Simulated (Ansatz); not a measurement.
Energy landscape near a Cu structure

Level of theory: DFT PBE, scalar-relativistic, plane waves, PAW (Ansatz).

Cutoff 420 eV; k points 18×18×10 on the computed 2-atom cell (Γ-centred); Gaussian smearing, width 0.10 eV; no spin polarisation.

Reference cell:

```
Cu
1.0
     2.53410    0.00000    0.00000
    -1.26705    2.19459    0.00000
     0.00000    0.00000    4.11257
Cu
2
Direct
  0.33333 0.66667 0.25000
  0.66667 0.33333 0.75000
```

Each variant moves atoms of this cell by the vectors given, if any (Å), and then applies a symmetric strain (tensor components, Cartesian axes). The reference cell isn't relaxed at this level. Energies are per atom at zero smearing, counted from the lowest variant. Pressure is positive in compression.

1. strain (xx yy zz yz xz xy, %) -1.42 -1.42 7.58 0.00 0.00 0.00
2. strain (xx yy zz yz xz xy, %) -3.04 -3.04 -0.04 0.00 0.00 0.00
3. strain (xx yy zz yz xz xy, %) 4.38 4.38 -4.62 0.00 0.00 0.00
4. strain (xx yy zz yz xz xy, %) 1.44 1.44 -0.06 0.00 0.00 0.00
5. strain (xx yy zz yz xz xy, %) 0.52 0.52 -2.48 0.00 0.00 0.00
6. strain (xx yy zz yz xz xy, %) -0.25 -0.25 -6.25 0.00 0.00 0.00
7. strain (xx yy zz yz xz xy, %) -2.31 -2.31 -3.81 0.00 0.00 0.00

```csv
result,ΔE (meV/atom),P (GPa)
A,33.9,2.50
B,0.0,2.72
C,100.1,22.54
D,22.9,1.35
E,102.1,25.61
F,23.3,10.13
G,67.8,19.87
```

Task: Which variant gave which result?

Result: A is 3, B is 4, C is 6, D is 1, E is 7, F is 5, G is 2. The pressure falls as the cell grows: from the smallest volume to the largest the variants are 7, 6, 2, 5, 4, 3, 1.

This form isn't the element's structure at ambient conditions.